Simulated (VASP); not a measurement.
# Be16H (a cell with a defect) in VASP: notebook, part 2 of 2

VASP 6.6.1. The steps go on from the part before.

### 3 Single point, PBE

INCAR reads:

```
PREC = Accurate
ENCUT = 520
EDIFF = 1E-6
ISMEAR = -1
SIGMA = 0.05
LREAL = Auto
LASPH = T
NELM = 100
ALGO = Normal
ISIF = 2
LWAVE = F
LCHARG = F
GGA = PE
NBANDS = 30
```

KPOINTS reads:

```
Automatic mesh
0
Gamma
  4 4 3
```

POSCAR reads:

```
Be16H
1.0
   -2.2900000000     -3.9663960000      0.0000000000
    3.4350000000     -1.9831980000      0.0000000000
    0.0000000000      0.0000000000      7.1768600000
Be H
16 1
Direct
    0.7501953500      0.4950240822     -0.0027619062
    0.4909890033      0.3383104663      0.2462286821
    0.7501096797      0.5082108862      0.5042241393
    0.4984363092      0.3350666854      0.7502276277
    0.4983874369     -0.0010884328      0.0002865033
    0.2502294081      0.8293490209      0.2489686791
    0.4910837113     -0.0040352235      0.5041352100
    0.2501826953      0.8300146486      0.7529486494
    0.2501774125      0.5042591239     -0.0026804964
    0.0094587845      0.3385459787      0.2461833525
    0.2502443207      0.5047998660      0.5014996991
    0.0019361259      0.3349915959      0.7502185241
    0.0020051246     -0.0010085743      0.0003008565
    0.7501375741      0.8256663129      0.2462654392
    0.0093620138     -0.0043091788      0.5041684797
    0.7501979217      0.8389985510      0.7531969950
    0.7507295284      0.1670880915      0.3751118657
```

Potentials or basis: VASP PAW PBE potentials, release 64 (Be, H).

Started as:

```console
> cat potpaw_PBE.64/Be/POTCAR potpaw_PBE.64/H/POTCAR > POTCAR
> mpirun -np 1 vasp_std > vasp.out
```

OUTCAR:

```text
PREC = Accurate
   ENCUT = 520
   EDIFF = 1E-6
   ISMEAR = -1
   LREAL = Auto
   LASPH = T
   NELM = 100
   ISIF = 2
   GGA = PE

 ion  position               nearest neighbor table
   1  0.750  0.495  0.997-   4 2.21  12 2.21  14 2.22  16 2.22  10 2.23   2 2.23  13 2.28   5 2.28
                             9 2.29   9 2.29   5 2.31  13 2.31
   2  0.491  0.338  0.246-   9 2.20  10 2.21   5 2.22   1 2.23  11 2.24   6 2.24  14 2.27   7 2.30
                             3 2.30   6 2.30  14 2.35  10 2.37
   3  0.750  0.508  0.504-  16 2.22   4 2.22  12 2.22  14 2.24  15 2.27   7 2.27  11 2.29  11 2.29
                             2 2.30  10 2.30   7 2.35  15 2.35
   4  0.498  0.335  0.750-   1 2.21   9 2.21   3 2.22   7 2.22  11 2.22   5 2.24   8 2.27  12 2.27
                            16 2.28   8 2.30  12 2.31  16 2.31
   5  0.498  0.999  0.000-  16 2.21   8 2.21  14 2.22   2 2.22   6 2.22   4 2.24   9 2.27  13 2.27
                             1 2.28   9 2.30  13 2.31   1 2.31
   6  0.250  0.829  0.249-   9 2.22   5 2.22  13 2.22  11 2.22  10 2.24  15 2.24   7 2.24   2 2.24
                            14 2.29  14 2.29   2 2.30  10 2.30
   7  0.491  0.996  0.504-   8 2.20  15 2.21   4 2.22  16 2.23   6 2.24  11 2.24   3 2.27   2 2.30
                            14 2.30  11 2.30   3 2.35  15 2.37
   8  0.250  0.830  0.753-   9 2.18  15 2.20   7 2.20   5 2.21  13 2.21  11 2.22   4 2.27  12 2.27
                            16 2.29  16 2.29  12 2.30   4 2.30
   9  0.250  0.504  0.997-   8 2.18  10 2.20   2 2.20   4 2.21  12 2.21   6 2.22   5 2.27  13 2.27
                             1 2.29   1 2.29  13 2.30   5 2.30
  10  0.009  0.339  0.246-   9 2.20   2 2.21  13 2.22   1 2.23   6 2.24  11 2.24  14 2.27  15 2.30
                             3 2.30   6 2.30  14 2.36   2 2.37
  11  0.250  0.505  0.501-   8 2.22   4 2.22  12 2.22   6 2.22   2 2.24  15 2.24  10 2.24   7 2.24
                             3 2.29   3 2.29   7 2.30  15 2.30
  12  0.002  0.335  0.750-   1 2.21   9 2.21   3 2.22  15 2.22  11 2.22  13 2.24   8 2.27   4 2.27
                            16 2.28   8 2.30   4 2.31  16 2.31
  13  0.002  0.999  0.000-  16 2.21   8 2.21  14 2.22  10 2.22   6 2.22  12 2.24   9 2.27   5 2.27
                             1 2.28   9 2.30   5 2.31   1 2.31
  14  0.750  0.826  0.246-   1 2.22   5 2.22  13 2.22   3 2.24  10 2.27   2 2.27   6 2.29   6 2.29
                             7 2.30  15 2.30   2 2.35  10 2.36
  15  0.009  0.996  0.504-   8 2.20   7 2.21  12 2.22  16 2.23   6 2.24  11 2.24   3 2.27  10 2.30
                            14 2.30  11 2.30   3 2.35   7 2.37
  16  0.750  0.839  0.753-   5 2.21  13 2.21   3 2.22   1 2.22  15 2.23   7 2.23  12 2.28   4 2.28
                             8 2.29   8 2.29   4 2.31  12 2.31
  17  0.751  0.167  0.375-

  LATTYP: Found a simple orthorhombic cell.
 ALAT       =     3.9663962620
 B/A-ratio  =     1.1547004875
 C/A-ratio  =     1.8094157835

  Lattice vectors:

 A1 = (  -3.4350000000,   1.9831980000,   0.0000000000)
 A2 = (  -2.2900000000,  -3.9663960000,   0.0000000000)
 A3 = (   0.0000000000,   0.0000000000,   7.1768600000)

Analysis of symmetry for initial positions (statically):
=====================================================================
 Subroutine PRICEL returns:
 Original cell was already a primitive cell.

 Routine SETGRP: Setting up the symmetry group for a
 simple orthorhombic supercell.

 Subroutine GETGRP returns: Found  1 space group operations
 (whereof  1 operations were pure point group operations)
 out of a pool of  8 trial point group operations.

The static configuration has the point symmetry C_1 .

Analysis of symmetry for dynamics (positions and initial velocities):
=====================================================================
 Subroutine PRICEL returns:
 Original cell was already a primitive cell.
[... 126 lines left out ...]
   NGX,Y,Z   is equivalent  to a cutoff of  13.07, 12.57, 12.51 a.u.
   NGXF,Y,Z  is equivalent  to a cutoff of  26.13, 25.15, 25.02 a.u.
 SYSTEM =  unknown system
   PREC   = accura    normal or accurate (medium, high low for compatibility)
   ISTART =      0    job   : 0-new  1-cont  2-samecut
   ICHARG =      2    charge: 1-file 2-atom 10-const
   ISPIN  =      1    spin polarized calculation?
   LNONCOLLINEAR =      F non collinear calculations
   LSORBIT =      F    spin-orbit coupling
   LASPH  =      T    aspherical Exc in radial PAW
   ENCUT  =  520.0 eV  38.22 Ry    6.18 a.u.   8.52  7.37 13.34*2*pi/ulx,y,z
   NELM   =    100;   NELMIN=  2; NELMDL= -5     # of ELM steps
   EDIFF  = 0.1E-05   stopping-criterion for ELM
   LREAL  =      T    real-space projection
   EDIFFG = 0.1E-04   stopping-criterion for IOM
   NSW    =      0    number of steps for IOM
   IBRION =     -1    ionic relax: 0-MD 1-quasi-New 2-CG
   NFREE  =      0    steps in history (QN), initial steepest desc. (CG)
   ISIF   =      2    stress and relaxation
   ISYM   =      2    0-nonsym 1-usesym 2-fastsym
   POTIM  = 0.5000    time-step for ionic-motion
   TEBEG  =    0.0;   TEEND  =   0.0 temperature during run
   PSTRESS=    0.0 pullay stress
   NELECT =      33.0000    total number of electrons
   NUPDOWN=      -1.0000    fix difference up-down
   EMIN   =  10.00;   EMAX   =-10.00  energy-range for DOS
   EFERMI =   0.00;   METHOD = LEGACY
   ISMEAR =    -1;   SIGMA  =   0.05  broadening in eV -4-tet -1-fermi 0-gaus
   EFERMI_NEDOS =   21; number of points for ismear=-14 and -15
   IALGO  =     38    algorithm
   IMIX   =      4    mixing-type and parameters
     AMIX     =   0.40;   BMIX     =  1.00
     AMIX_MAG =   1.60;   BMIX_MAG =  1.00
  volume/ion in A,a.u.               =       7.67        51.75
  Fermi-wavevector in a.u.,A,eV,Ry     =   1.035573  1.956950 14.591049  1.072412
  Thomas-Fermi vector in A             =   2.169923
   LORBIT       =      0    0 simple, 1 ext, 2 COOP (PROOUT), +10 PAW based schemes
   GGA     = PE    functional components
   LHFCALC =     F    Hartree Fock is set to
   AEXX    =    0.0000 exact exchange contribution
   IVDW    =     0    specifies the selected vdW correction
   LEPSILON=     F    determine dielectric tensor
   LRPA    =     F    only Hartree local field effects (RPA)
 non-spin polarized calculation
  energy-cutoff  :      520.00
  volume of cell :      130.38
 maximum number of plane-waves:      3529
 NGX is ok and might be reduce to    36
   NGX = 17   NGY = 15   NGZ = 27

 number of electron      33.0000000 magnetization

 Free energy of the ion-electron system (eV)
  ---------------------------------------------------
  ext. energy  EPLUGINS =         0.00000000
  ---------------------------------------------------
  free energy    TOTEN  =       -61.72432636 eV

  energy without entropy =      -61.70651492  energy(sigma->0) =      -61.71542064

 E-fermi :   7.5322     XC(G=0): -10.5854

 val. band max:        7.4577143675   @ k =   0.2500   0.0000   0.0000
 cond. band min:       7.5965231790   @ k =   0.5000   0.0000   0.0000
 fundamental gap:      0.1388088115
 Fermi energy:         7.5321981220

 k-point     1 :       0.0000    0.0000    0.0000
  band No.  band energies     occupation
      1      -5.1878      2.00000
      2      -3.0161      2.00000
      3      -2.1739      2.00000
      4      -0.2046      2.00000
      5       0.9660      2.00000
      6       1.5590      2.00000
[... 733 lines left out ...]
     27      13.2266      0.00000
     28      13.4144      0.00000

 [... further k-points ...]

 [bands above 28 left out]

------------------------ aborting loop because EDIFF is reached ----------------------------------------

  FORCE on cell =-STRESS in cart. coord.  units (eV):
  Direction    XX          YY          ZZ          XY          YZ          ZX
  --------------------------------------------------------------------------------------
  -------------------------------------------------------------------------------------
  Total        0.5445185     -0.3111306     -0.5041951     -0.7401005     -0.2096687      0.3639219
  in kB        6.6915577     -3.8234661     -6.1960249     -9.0950535     -2.5766068      4.4722164
  external PRESSURE =      -1.1093111 kB  Pullay stress =       0.0000000 kB

 VOLUME and BASIS-vectors are now :
 -----------------------------------------------------------------------------
  energy-cutoff  :      520.00
  volume of cell :      130.38
      direct lattice vectors                 reciprocal lattice vectors
    -2.290000000 -3.966396000  0.000000000    -0.109170306 -0.189088533  0.000000000
     3.435000000 -1.983198000  0.000000000     0.218340611 -0.126059022  0.000000000
     0.000000000  0.000000000  7.176860000     0.000000000  0.000000000  0.139336702

 POSITION                                       TOTAL-FORCE (eV/Angst)
 -----------------------------------------------------------------------------------
     -0.01754     -3.95730      7.15704         0.005117     -0.002794     -0.001653
      0.03773     -2.61839      1.76715        -0.001277     -0.001143      0.002156
      0.02795     -3.98311      3.61875         0.006338     -0.005711      0.003415
      0.00953     -2.64150      5.38428        -0.001287      0.001843     -0.005471
      2.28995     -3.95784      0.00206         0.003968     -0.003409      0.000033
      2.27579     -2.63727      1.78681        -0.003883      0.000515     -0.004004
[... 9 lines left out ...]
      1.16401     -4.63948      5.40559        -0.004912      0.003214      0.002075
     -1.14522     -3.30906      2.69213         0.000999      0.002768      0.002882
 -----------------------------------------------------------------------------------
    total drift:                                0.000021     -0.000003      0.001120

  FREE ENERGIE OF THE ION-ELECTRON SYSTEM (eV)
  ---------------------------------------------------
  free  energy   TOTEN  =       -61.7243263636 eV

  energy  without entropy=      -61.7065149188  energy(sigma->0) =      -61.71542064
```

Wall time 2.7 min (1 thread of Intel Xeon Platinum 8259CL at 2.50GHz (Skylake/Cascade Lake), shared host); peak memory 0.26 GiB.

Results:

```
Free energy            : -61.7243 eV
Pressure               : -0.1 GPa
Largest force          : 0.009 eV/Å
Band gap on the k mesh : none (metal or under the smearing width)
```

Forces in eV/Å, atoms in the order of the input:
```
Be   0.005 -0.003 -0.002
Be  -0.001 -0.001  0.002
Be   0.006 -0.006  0.003
Be  -0.001  0.002 -0.005
Be   0.004 -0.003  0.000
Be  -0.004  0.001 -0.004
Be  -0.002  0.002  0.000
Be  -0.002  0.000  0.005
Be  -0.002  0.000  0.004
Be  -0.002  0.005  0.005
Be   0.002 -0.002  0.001
Be  -0.001 -0.001 -0.006
Be   0.003 -0.001  0.000
Be  -0.003  0.001 -0.005
Be   0.002  0.001 -0.002
Be  -0.005  0.003  0.002
H    0.001  0.003  0.003
```

Stress tensor (GPa, compression positive):
```
 0.67 -0.91  0.45
-0.91 -0.38 -0.26
 0.45 -0.26 -0.62
```

Caveat: the k mesh is coarse (spacing up to 0.40 Å⁻¹), so the values aren't converged.

### 4 Relaxation of the atoms, PBE

INCAR reads:

```
PREC     = Accurate       # precision mode
ENCUT    = 520            # plane-wave cutoff, eV
EDIFF    = 1E-6           # SCF threshold, eV
ISMEAR   = -1             # smearing method
SIGMA    = 0.05           # smearing width, eV
LREAL    = Auto         
LASPH    = T              # aspherical terms in the spheres
NELM     = 60             # most SCF steps
ALGO     = Normal         # electronic algorithm
ISIF     = 2              # what is computed and relaxed
LWAVE    = F              # write WAVECAR
LCHARG   = F              # write CHGCAR
GGA      = PE             # functional
IBRION   = 2              # ionic algorithm
NSW      = 80             # ionic steps
EDIFFG   = -0.03          # ionic threshold
```

KPOINTS reads:

```
regular mesh
0
Gamma
  4 4 3
```

POSCAR reads:

```
Be16H
1.0
   -2.2900000000     -3.9663960000      0.0000000000
    3.4350000000     -1.9831980000      0.0000000000
    0.0000000000      0.0000000000      7.1768600000
Be H
16 1
Direct
    0.7500000000      0.5000000000      0.0000000000
    0.5000000000      0.3333333000      0.2500000000
    0.7500000000      0.5000000000      0.5000000000
    0.5000000000      0.3333333000      0.7500000000
    0.5000000000      0.0000000000      0.0000000000
    0.2500000000      0.8333333000      0.2500000000
    0.5000000000      0.0000000000      0.5000000000
    0.2500000000      0.8333333000      0.7500000000
    0.2500000000      0.5000000000      0.0000000000
    0.0000000000      0.3333333000      0.2500000000
    0.2500000000      0.5000000000      0.5000000000
    0.0000000000      0.3333333000      0.7500000000
    0.0000000000      0.0000000000      0.0000000000
    0.7500000000      0.8333333000      0.2500000000
    0.0000000000      0.0000000000      0.5000000000
    0.7500000000      0.8333333000      0.7500000000
    0.7538624000      0.1732175000      0.3785223000
```

Started as:

```console
> cat potpaw_PBE.64/Be/POTCAR potpaw_PBE.64/H/POTCAR > POTCAR
> mpirun -np 1 vasp_std > vasp.out
```

Wall time 8.2 min (1 thread of Intel Xeon Platinum 8259CL at 2.50GHz (Skylake/Cascade Lake), shared host); peak memory 0.25 GiB.

The run converged. Its results:

- Free energy: -61.7241 eV
- Energy gained by relaxing: 6.0 meV/atom
- Ionic steps: 7
- Pressure after relaxing: -0.1 GPa
- Largest force after relaxing: 0.028 eV/Å
- Band gap on the k mesh: none (metal or under the smearing width)

Forces on the atoms (eV/Å):
```
Be   0.004 -0.004 -0.002
Be   0.001  0.000  0.004
Be   0.008 -0.006 -0.003
Be   0.009 -0.005  0.003
Be  -0.006  0.002 -0.002
Be   0.004 -0.002  0.019
Be   0.001 -0.001 -0.002
Be   0.001 -0.001  0.001
Be  -0.002  0.000  0.006
Be  -0.001 -0.002  0.004
Be  -0.001  0.002 -0.015
Be   0.008 -0.007  0.004
Be  -0.006  0.002 -0.003
Be  -0.011  0.005  0.003
Be   0.003 -0.003 -0.002
Be  -0.003  0.000  0.001
H   -0.010  0.019 -0.018
```

Stress tensor (GPa, compression positive):
```
 0.68 -0.93  0.45
-0.93 -0.39 -0.26
 0.45 -0.26 -0.62
```

The path:
| step | energy change (eV) | largest force (eV/Å) | pressure (GPa) |
| --- | --- | --- | --- |
| 1 | 0.0000 | 0.6579 | 0.14 |
| 2 | -0.0786 | 0.2470 | -0.08 |
| 3 | -0.0935 | 0.1886 | -0.11 |
| 4 | -0.0995 | 0.0908 | -0.12 |
| 5 | -0.1014 | 0.0464 | -0.11 |
| 6 | -0.1021 | 0.0366 | -0.11 |
| 7 | -0.1023 | 0.0283 | -0.11 |

Final structure:
```
Be H
1.0
    -2.29000   -3.96640    0.00000
     3.43500   -1.98320    0.00000
     0.00000    0.00000    7.17686
Be H
16 1
Direct
  0.75005 0.49510 0.99724
  0.49099 0.33806 0.24622
  0.75001 0.50846 0.50438
  0.49836 0.33439 0.75011
  0.49832 0.99923 0.00025
  0.25033 0.82902 0.24860
  0.49089 0.99564 0.50407
  0.25014 0.82967 0.75291
  0.25013 0.50411 0.99715
  0.00923 0.33847 0.24615
  0.25036 0.50477 0.50171
  0.00183 0.33443 0.75010
  0.00186 0.99921 0.00027
  0.75001 0.82629 0.24617
  0.00932 0.99519 0.50415
  0.75005 0.83870 0.75324
  0.75198 0.16915 0.37579
```

Levels at points of the mesh, in eV from the Fermi level:
```tsv
k point	band 13	band 14	band 15	band 16	band 17	band 18	band 19	band 20
(0.00, 0.00, 0.00)	-4.25	-3.81	-0.17	-0.15	0.19	0.28	0.64	0.91
(0.50, 0.00, 0.00)	-2.71	-2.68	-2.56	-2.42	-0.53	0.07	0.10	0.29
(0.00, 0.50, 0.00)	-3.83	-3.82	-2.95	-2.76	0.07	0.36	0.53	0.61
(0.50, 0.50, 0.00)	-1.76	-1.09	-1.06	-1.05	0.24	0.27	0.40	0.49
```

Caveat: the k mesh is coarse (spacing up to 0.40 Å⁻¹), so the values aren't converged.

### 5 Single point, PBE

INCAR reads:

```
SYSTEM = Be16H
  ALGO = Normal
  EDIFF = 1E-7
  ENCUT = 520
  GGA = PE
  ISIF = 2
  ISMEAR = -1
  LASPH = .TRUE.
  LCHARG = .TRUE.
  LELF = .TRUE.
  LREAL = Auto
  LVHAR = .TRUE.
  LWAVE = .FALSE.
  NBANDS = 30
  NELM = 60
  PREC = Accurate
  SIGMA = 0.05
```

KPOINTS reads:

```
k-points
0
G
  4 4 3
  0 0 0
```

POSCAR reads:

```
Be16H
1.0
   -2.2900000000     -3.9663960000      0.0000000000
    3.4350000000     -1.9831980000      0.0000000000
    0.0000000000      0.0000000000      7.1768600000
Be H
16 1
Direct
    0.7501954651      0.4950240510     -0.0027619321
    0.4909888766      0.3383104883      0.2462287128
    0.7501097336      0.5082108559      0.5042241314
    0.4984362313      0.3350666579      0.7502276762
    0.4983873694     -0.0010884786      0.0002864763
    0.2502293122      0.8293490902      0.2489686297
    0.4910837788     -0.0040352683      0.5041352346
    0.2501826831      0.8300146563      0.7529486433
    0.2501773216      0.5042591169     -0.0026805595
    0.0094587662      0.3385460188      0.2461832891
    0.2502442959      0.5047998363      0.5014996809
    0.0019361501      0.3349914945      0.7502184799
    0.0020051200     -0.0010085226      0.0003008279
    0.7501374599      0.8256663124      0.2462654977
    0.0093619149     -0.0043092328      0.5041685361
    0.7501978442      0.8389985628      0.7531969413
    0.7507294561      0.1670880508      0.3751118177
```

Started as:

```console
> cat potpaw_PBE.64/Be/POTCAR potpaw_PBE.64/H/POTCAR > POTCAR
> mpirun -np 1 vasp_std > vasp.out
```

It took 3.4 min on 1 thread of Intel Xeon Platinum 8259CL at 2.50GHz (Skylake/Cascade Lake), shared host; peak memory 0.26 GiB.

The run converged. Its results:

| Quantity | Value |
| --- | --- |
| Free energy | -61.7243 eV |
| Pressure | -0.1 GPa |
| Largest force | 0.009 eV/Å |
| Band gap on the k mesh | none (metal or under the smearing width) |

Forces in eV/Å, atoms in the order of the input:
```
Be   0.005 -0.003 -0.002
Be  -0.001 -0.001  0.002
Be   0.006 -0.006  0.003
Be  -0.001  0.002 -0.005
Be   0.004 -0.003  0.000
Be  -0.004  0.000 -0.004
Be  -0.002  0.002  0.000
Be  -0.002  0.000  0.005
Be  -0.002  0.000  0.004
Be  -0.002  0.005  0.005
Be   0.002 -0.002  0.000
Be  -0.001 -0.001 -0.006
Be   0.003 -0.001  0.000
Be  -0.003  0.001 -0.005
Be   0.002  0.001 -0.002
Be  -0.005  0.003  0.002
H    0.001  0.003  0.003
```

Stress tensor (GPa, compression positive):
```
 0.67 -0.91  0.45
-0.91 -0.38 -0.26
 0.45 -0.26 -0.62
```

Levels at points of the mesh, in eV from the Fermi level:
```tsv
k point	band 12	band 13	band 14	band 15	band 16	band 17	band 18	band 19	band 20	band 21
(0.00, 0.00, 0.00)	-4.36	-4.25	-3.81	-0.16	-0.16	0.20	0.28	0.64	0.91	0.92
(0.50, 0.00, 0.00)	-2.72	-2.71	-2.68	-2.56	-2.41	-0.53	0.06	0.10	0.29	0.43
(0.00, 0.50, 0.00)	-4.19	-3.83	-3.83	-2.95	-2.76	0.07	0.36	0.53	0.61	0.75
(0.50, 0.50, 0.00)	-6.59	-1.75	-1.09	-1.06	-1.05	0.24	0.27	0.40	0.49	3.86
```

Caveat: the k mesh is coarse (spacing up to 0.40 Å⁻¹), so the values aren't converged.
